Bands of one SiC5 crystal at six k points, in PBE (the cheaper level) and PBE0 (the costlier level). The filled bands are v1 and, below it, v2; the empty ones are c1 and, above it, c2. Each level of theory counts its energies from its own valence top, so v1 at Γ (row Gamma) is zero by definition.

Band energies of SiC5 (ordered alloy on a diamond lattice, space group P3m1, 6 atoms per cell) at named k points, each level of theory counted from its own valence top. Ansatz 0.2.0, plane-wave PAW, 420 eV cutoff, no spin polarisation; PBE (cheaper level, 12×12×4 k mesh) and PBE0 (costlier level, 6×6×2 k mesh) on the same cell, relaxed with r2SCAN.

```
point name  band v2, cheaper level (eV)  band v1, cheaper level (eV)  band c1, cheaper level (eV)  band c2, cheaper level (eV)  band v2, costlier level (eV)  band v1, costlier level (eV)  band c1, costlier level (eV)  band c2, costlier level (eV)
     Gamma                        0.000                        0.000                        4.191                        4.339                         0.000                         0.000                         6.193                         6.395
         M                       -4.466                       -2.239                        1.368                        2.919                        -4.859                        -2.481                         3.063                         4.750
         K                       -4.884                       -3.590                        2.662                        3.373                        -5.339                        -3.917                         4.455                         5.198
         A                       -0.137                       -0.137                        4.400                        4.656                        -0.148                        -0.148                         6.410                         6.752
         L                       -3.160                       -1.932                        2.372                        3.180                        -3.429                        -2.135                         4.150                         5.041
         H                       -6.133                       -4.858                        3.776                        4.857                        -6.630                        -5.292                         5.661                         6.799
```

1. Where is the gap, and how much does it grow?

The highest filled level is at Γ and the lowest empty one at M, in both calculations. The gap is therefore indirect: an electron that crosses it must also change its wavevector, which light alone does not provide. It is 1.37 eV in PBE and 3.06 eV in PBE0, more than twice as large. M is a familiar place for the minimum, because the point X of the cubic lattice, where cubic silicon carbide has its own, falls on M in this cell.

The table has no measured gap to decide between the two. PBE gaps are as a rule too small, and PBE0 gaps are too large in diamond and in silicon carbide. The true gap of this hypothetical crystal, whose stability was not tested, may well lie in between, but that is a guess.

2. Why are v1 and v2 equal at Γ, and what would a heavier element change?

The crystal has a threefold axis, which makes the directions across it equivalent. Two states at the valence top are partners under this symmetry and must have the same energy. Spin-orbit coupling would split the pair, push its upper member up and so narrow the gap a little. With carbon and silicon the effect is small; with germanium in place of silicon it should be larger, as far as these states reach onto that atom, because the coupling grows steeply with nuclear charge.

3. Why does PBE0 open the gap?

PBE0 replaces a quarter of the PBE exchange by exact exchange. Exact exchange lowers an orbital according to how much it shares its space with the filled orbitals. A filled orbital is itself one of that set and gains much; an empty one stands outside the set and gains less. PBE instead uses one local potential for both, which binds the filled states too weakly and the empty ones too strongly.

The table hides half of this, because it puts the valence top at zero twice. On the energy scale of the runs themselves, the valence top falls by 0.94 eV and the conduction minimum rises by 0.76 eV. Both edges move as the argument demands. That scale is internal to the crystal, so these shifts are not changes of ionisation energy or electron affinity.

4. Do all empty levels rise by the same amount?

They do not. Counted from the valence top, c1 rises by 1.70 eV at M but by 2.00 eV at Γ. Over the six points the rise follows the PBE energy of c1: the higher the level already lies, the further it moves. A rigid shift of all empty bands, taken from the gap, would thus leave c1 at Γ about 0.3 eV too low.

5. What do the filled levels do?

They stretch as well, downwards. At M, v1 sinks from −2.24 to −2.48 eV, which is 11 % of its PBE depth. At the points away from Γ the two filled bands deepen by 8 to 11 %, and the deeper a level lies in PBE, the more electronvolts it sinks.

The electron gas shows why. There the exchange attraction between two states weakens as their wavevectors move apart. A state deep in the filled sea has filled neighbours on every side and is attracted strongly; one at the edge has them on one side only; one outside has fewer still within reach. Exchange therefore weakens as the energy rises, whereas a local potential treats all these states alike. Exact exchange pulls the deep levels down most and helps the high empty ones least, so both groups of bands spread out. For a crystal with a gap this is an argument by analogy, but the table shows the spreading on both sides.

6. Does the vertical gap at M grow as much as the gap of the crystal?

It grows more. A vertical gap joins v1 and c1 at the same k point, and at M both ends move away from the valence top. The rise of c1 and the sinking of v1 add up:

1.695 eV + 0.242 eV = 1.937 eV

The vertical gap widens most at H, by 2.3 eV, where v1 is deepest and c1 is high. For the onset of direct absorption, however, none of the rows is the right place to look. M has the smallest vertical gap of the six, 3.61 eV in PBE, but the same run finds 3.40 eV at a k point without a name. High-symmetry points are landmarks, and an extreme value may lie between them.

7. Which digits can be trusted?

The third decimal is good for arithmetic, not for physics. The rise of c1 differs by only 0.008 eV between Γ and A. The PBE0 run used the coarser k mesh, and its convergence was not tested, so this difference needs no explanation. The difference of 0.3 eV between M and Γ is far larger and fits the order of the other points. Exact exchange can converge slowly with the mesh, so the second decimal of the PBE0 gap is not certain either.

The gaps themselves also depend on the cell, which was relaxed with a third functional, r2SCAN. In this cell PBE finds a pressure of +3.6 GPa and would expand the crystal; PBE0 finds −4.1 GPa and would shrink it. The PBE0 run warns that its thresholds were loose for the stress, so its pressure is less certain; the warnings do not concern the band levels. The comparison at one fixed cell isolates the effect of the functional on the bands. The gap that each functional would give in its own relaxed cell was not calculated.

8. Can the filled levels predict how the empty ones move?

If one weakening of exchange with energy causes both stretches, they may be of similar size near the gap, though nothing forces them to be equal. Taken together, v1 and v2 deepen by 9.0 % of their PBE energies. Apply this stretch to c1, starting from its known rise at M:

rise at k = rise at M + 0.090 × (c1 at k − c1 at M, both in PBE)

For Γ this gives

1.695 + 0.090 × (4.191 − 1.368) = 1.95 eV

The calculated rise is 2.00 eV. The PBE0 energy of c1 at Γ did not enter the estimate; that of c1 at M did, as the starting point, so c1 at M is no test. For c1 the largest miss is 0.05 eV, against 0.32 eV for a rigid shift. For c2 it is 0.10 eV, against 0.40 eV. The output below lists the estimates for every point.

The same numbers show how little of the gap's growth is stretch. Nine per cent of the PBE gap is only 0.12 eV, while the gap grows by 1.70 eV. The rest is a jump between filled and empty states, the effect of question 3. PBE0 thus does two things to these bands: it moves the two groups apart by a large step, and it stretches each of them by about a tenth. Someone who wants to imitate PBE0 by correcting the PBE bands of this crystal needs both parts once levels far from the band edges matter.

The misses have a pattern. In both empty bands, Γ and A rise more than estimated, while K and H rise less. H is the clearest case: its c2 is the highest of the six in PBE, yet it rises less than c2 at Γ or A. Energy alone therefore does not fix the shift.

The shape of the orbitals may supply the rest, since two empty states of equal energy can share space with the filled ones to different degrees. The runs did not record orbital character, so this remains a guess. Bands are also numbered by energy, so a change of order could hide in the table. A plain swap of c1 and c2 is ruled out at Γ and A, where they lie only 0.15 and 0.26 eV apart in PBE: at both points the PBE0 run gives c2 as one of a pair of equal energy, while c1 in PBE has no partner. At the other four points such a swap is unlikely: even at K, where c1 and c2 lie closest among these four, one level would have to rise by 2.5 eV and the other by only 1.1 eV. At Γ and A, however, the next level above the pair lies only about 0.3 eV higher in PBE0, so a change of order with higher bands remains possible there. Projecting the empty states at Γ and H onto atomic orbitals, at both levels, would settle whether the extra rise belongs to the kind of orbital or to a change of order.

Printed output of the fit:

```
Change from PBE to PBE0 in eV:
    row      v2      v1     c1     c2
  Gamma       0       0  2.002  2.056
      M  -0.393  -0.242  1.695  1.831
      K  -0.455  -0.327  1.793  1.825
      A  -0.011  -0.011   2.01  2.096
      L  -0.269  -0.203  1.778  1.861
      H  -0.497  -0.434  1.885  1.942
Estimated rises and vertical gaps in eV:
    row  c1 rise estimated  c2 rise estimated  vertical gap PBE  vertical gap PBE0  widening
  Gamma              1.949              1.963             4.191              6.193     2.002
      M              1.695              1.835             3.607              5.544     1.937
      K              1.812              1.876             6.252              8.372      2.12
      A              1.968              1.991             4.537              6.558     2.021
      L              1.785              1.858             4.304              6.285     1.981
      H              1.912              2.009             8.634              10.95     2.319
PBE0 gap divided by PBE gap: 2.239
Spread of the c1 rises over the six points (eV): 0.315
Least deepening of v1 (%): 8.029
Greatest deepening of v1 (%): 10.81
Least deepening of v2 (%): 8.029
Greatest deepening of v2 (%): 9.316
Pooled stretch of the filled levels (%): 9.012
Largest miss of the stretch estimate for c1 (eV): 0.05259
Largest miss of the stretch estimate for c2 (eV): 0.1047
Largest miss of a rigid shift for c1 (eV): 0.315
Largest miss of a rigid shift for c2 (eV): 0.401
Gap growth that the stretch alone would give (eV): 0.1233
Gap growth left for the jump between filled and empty (eV): 1.572
Fall of the valence top on the runs' own scale (eV): 0.9384
Rise of the conduction minimum on the runs' own scale (eV): 0.7574
Widening of the smallest direct gap, at an unnamed point (eV): 1.918
Spacing of c1 and c2 at Gamma in PBE (eV): 0.148
Spacing of c1 and c2 at Gamma in PBE0 (eV): 0.202
```
